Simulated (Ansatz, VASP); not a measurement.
Given: the input of a run of VASP 6.6.1 on TiC.

Contents of INCAR:

```
SYSTEM = TiC
ALGO = Normal
EDIFF = 1E-7
ENCUT = 520
GGA = PE
ISIF = 2
ISMEAR = -1
LASPH = .True.
LCHARG = .False.
LREAL = .False.
LWAVE = .False.
NBANDS = 15
NELM = 60
PREC = Accurate
SIGMA = 0.05
```

The input KPOINTS:

```
k-points
0
Gamma
  9 9 9
  0 0 0
```

The input POSCAR:

```
TiC
1.0
    0.0000000000      2.1657188437      2.1224044668
    2.1657188437      0.0000000000      2.1224044668
    2.1657188437      2.1657188437      0.0000000000
Ti C
1 1
Direct
    0.0000000000      0.0000000000      0.0000000000
    0.5000000000      0.5000000000      0.5000000000
```

Potentials or basis: VASP PAW PBE potentials, release 64 (Ti_sv, C).

Run with:

```sh
$ cat potpaw_PBE.64/Ti_sv/POTCAR potpaw_PBE.64/C/POTCAR > POTCAR
$ mpirun -np 1 vasp_std > vasp.out
```

Set up the same calculation for Ansatz 0.2.0. Potentials there: Ansatz PAW.

As run (the cutoff follows the program's own potentials):

Contents of input.yaml:

```yaml
crystal:
  lattice:
    - [0.0, 2.1657188437, 2.1224044668]
    - [2.1657188437, 0.0, 2.1224044668]
    - [2.1657188437, 2.1657188437, 0.0]
  atoms:
    - { symbol: Ti, position: [0.0, 0.0, 0.0] }
    - { symbol: C, position: [0.5, 0.5, 0.5] }
hamiltonian:
  xc: pbe
  pseudopotentials: { kind: paw }
kpoints:
  mp_grid: { grid: [9, 9, 9] }
scf:
  occupations: { method: fermi_dirac, width: 0.05 }
output:
  forces: true
  stress: true
  eigenvalues: true
```

Potentials or basis: Ansatz PAW.

Command:

```bash
$ ansatz run input.yaml --threads 2 --pin off --max-ram 5632MiB --backend cpu --events-out ev --progress --plain --runs-dir out
```

Both were run:

|  | VASP | Ansatz | Ansatz less VASP |
| --- | --- | --- | --- |
| gap on the k mesh at the Fermi level (eV) | none | none | - |
| pressure (GPa) | 6.0 | 5.8 | -0.19 |
| largest component of the traceless stress (GPa) | 5.96 | 5.92 | -0.033 |

A gap of «none» marks a metal or a gap that the smearing closes. The functional is the same, so the differences come from potentials, cutoffs and numerics.
